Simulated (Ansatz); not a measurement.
A run of Ansatz 0.2.0 is set up as follows.

input.yaml

```yaml
crystal:
  lattice:
    - [4.15, 0.0, 0.0]
    - [-2.075, 3.5940054257, 0.0]
    - [0.0, 0.0, 6.737]
  atoms:
    - { symbol: Cd, position: [0.6666666667, 0.3333333333, 0.5] }
    - { symbol: Cd, position: [0.3333333333, 0.6666666667, 0.0] }
    - { symbol: S, position: [0.6666666667, 0.3333333333, 0.875] }
    - { symbol: S, position: [0.3333333333, 0.6666666667, 0.375] }
hamiltonian:
  xc: rpbe
  pseudopotentials: { kind: paw }
  dispersion: d3bj
kpoints:
  mp_grid: { grid: [7, 7, 4] }
scf:
  occupations: { method: fermi_dirac, width: 0.05 }
output:
  forces: true
  stress: true
  write_density: true
  write_potential: true
  elf: true
  volumetric_format: npy
relax:
  f_tol: 0.01
  max_steps: 40
  cell: { stress_tol: 0.05 }
```

Potentials or basis: Ansatz PAW.

Launch:

```sh
$ ansatz run input.yaml --threads 2 --pin off --max-ram 5632MiB --backend cpu --events-out ev --progress --plain --runs-dir out
```

Problem. Estimate the space group after relaxing (to 0.05 Å).

Solution. P6_3mc (No. 186).

Problem. What does it give for the band gap on the k mesh?

Solution. 1.59 eV, direct.

Problem. Estimate the relaxed cell.

Solution. a = 4.071 Å, b = 4.071 Å, c = 6.493 Å, α = 90.00°, β = 90.00°, γ = 120.00°.

The path:
```csv
step,energy change (eV),largest force (eV/Å),volume (Å³)
1,0.0000,0.0890,100.48
2,-0.1095,0.0263,92.94
3,-0.1100,0.0201,93.25
4,-0.1106,0.0094,93.20
5,-0.1107,0.0015,93.19
6,-0.1087,0.0015,93.19
```

Caveat: odd divisions of the mesh miss points on the zone boundary, where band edges often lie, so the gap on the mesh can be too wide; the plane-wave basis is chosen anew once the cell has moved, so the energies of steps on either side of that aren't comparable; the PAW data sets come from PBE, with cores solved anew for the run's functional, which leaves a small shift of forces and pressure.
